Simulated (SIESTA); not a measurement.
Ir in SIESTA: convergence with Tolerance

Crystal: Ir.

```
CELL_PARAMETERS angstrom
-0.00903 1.95837 1.93892
1.89839 0.02290 1.90699
1.89968 1.92773 0.02161
ATOMIC_POSITIONS crystal
Ir 0.99766 0.99684 0.98575
```

The cell isn't the ideal one: cell strained at random at fixed volume.

| Property | Result |
| --- | --- |
| Program | SIESTA 5.4.2 |
| Task | single point |
| Functional | PBE |
| Potentials or basis | PseudoDojo 0.4 standard (PBE files) |
| Basis | DZP (energy shift 0.003 Ry; two zetas on semicore shells) |
| Grid cutoff | 800 Ry |
| Energy shift | 0.003 Ry |
| k mesh | 9 × 9 × 9 |
| Occupations | fermi-dirac, width 0.05 eV |
| Spin | no spin polarisation |

These are the settings of the first run; the series varies Tolerance, with any setting tied to it.

Hardware: 1 thread of AMD EPYC 9R45 96-Core Processor (Zen 5) (shared host).

Problem. The values tried are 0.1, 0.01, 0.001, 0.0001, 1e-05, 1e-06, loosest first. From which on does the pressure stay within 0.1 GPa of the tightest run that finished?

Solution. From 0.01 on.

| Tolerance | energy less the tightest run, at zero smearing (meV/atom) | pressure (GPa) | SCF cycles | CPU time (s) | peak memory (GiB) |
| --- | --- | --- | --- | --- | --- |
| 0.1 | 0.04 | 14.73 | 4 | 8.5 | 0.22 |
| 0.01 | 0.00 | 14.66 | 5 | 9.5 | 0.22 |
| 0.001 | 0.00 | 14.63 | 7 | 12 | 0.22 |
| 0.0001 | 0.00 | 14.63 | 7 | 12 | 0.22 |
| 1e-05 | 0.00 | 14.62 | 10 | 15 | 0.22 |
| 1e-06 | 0.00 | 14.62 | 11 | 16 | 0.22 |

Against the tightest run, the energy stays within 1 meV/atom from 0.1 on. The tightest run that finished is the yardstick and may itself not be fully converged.

Caveat, for the tightest run too: short orbitals over semicore shells can move pressures by several GPa; the basis of atomic orbitals isn't converged, which shifts pressures, moduli and gaps. The run has no spin-orbit coupling, so splittings on Ir are missing.
